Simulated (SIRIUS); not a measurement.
**BaTiO3 under changes of volume**

One of the cells (12.858 Å³/atom); the others are scaled copies at fixed shape and fractional positions:

```
CELL_PARAMETERS angstrom
4.00600 0.00000 0.00000
0.00000 4.00600 0.00000
0.00000 0.00000 4.00600
ATOMIC_POSITIONS crystal
Ba 0.50000 0.50000 0.50000
Ti 0.00000 0.00000 0.00000
O 0.00000 0.00000 0.50000
O 0.00000 0.50000 0.00000
O 0.50000 0.00000 0.00000
```

```yaml
Program: SIRIUS 7.12.0
Functional: LDA
Potentials_or_basis: all-electron FP-LAPW
Cutoff: 331 eV
Basis: apw+lo standard
k_mesh: 7 × 7 × 7
Occupations: fermi-dirac, width 0.05 eV
Spin: no spin polarisation
```

```tsv
volume (Å³/atom)	energy over the lowest point (meV/atom)	gap on the mesh (eV)
12.086	0.00	1.87
12.343	0.98	1.86
12.601	7.84	1.82
12.858	20.29	1.78
13.115	37.51	1.73
13.372	?	?
13.629	84.64	1.65
```

Problem. What does the run at 13.372 Å³/atom give?

Solution. Energy over the lowest point 59.12 meV/atom; gap on the mesh 1.69 eV.

Worked out: A Birch-Murnaghan fit of order 3 (a polynomial in V^(-2/3)) to the other rows has its minimum at 12.18 Å³/atom with B0 = V·E''(V) = 190 GPa and B' = 4.1. It gives 59.11 meV/atom at 13.372 Å³/atom, against the run's 59.12. A parabola through the other rows of the gap, of slope -2.43 eV per unit of ln V there, gives 1.69 eV, against the run's 1.69.

Energies are extrapolated to zero smearing.

Caveats: spin-orbit coupling is left out, which moves the levels of the heavy elements; an odd mesh through Γ misses points on the zone boundary, where band edges often lie.
